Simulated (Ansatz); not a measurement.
BP (zincblende), relaxed with r2SCAN: the symmetry is F-43m (No. 216, cubic); conventional cell a = 4.537 Å, 11.67 Å³ an atom. B is surrounded by 4 P at 1.96 Å; P is surrounded by 4 B at 1.96 Å. One-shot G0W0@PBE in Ansatz on a 6×6×6 mesh (contour deformation, no spin-orbit coupling), from a PBE gap of 1.331 eV over the mesh points (the G0W0 gap is indirect on the mesh); the number N of bands summed and the screening cutoff rise together. Spin-unpolarised throughout; all numbers are computed.

| N | cutoff (eV) | 1000/N | G0W0 gap (eV) |
| --- | --- | --- | --- |
| 57 | 100 | 17.544 | 1.896 |
| 132 | 180 | 7.576 | 2.014 |

Q: Lay a straight line in 1000/N through these rows.

A: The slope is -0.0118 eV per unit of 1000/N and the intercept 2.104 eV.

Q: Predict the gap at N = 252 (260 eV).

A: 2.104 + (-0.0118) × 3.968 = 2.057 eV; the run gives 2.051 eV, -0.006 eV from the line.

Q: With that run's result added, what limit do the last two rows suggest?

A: Their slope is (2.051 − 2.014)/(3.968 − 7.576) = -0.0103, which meets 1/N = 0 at 2.09 eV, against 2.104 eV from the first line. The slope flattens, so the first line overshoots; the k mesh isn't extrapolated.
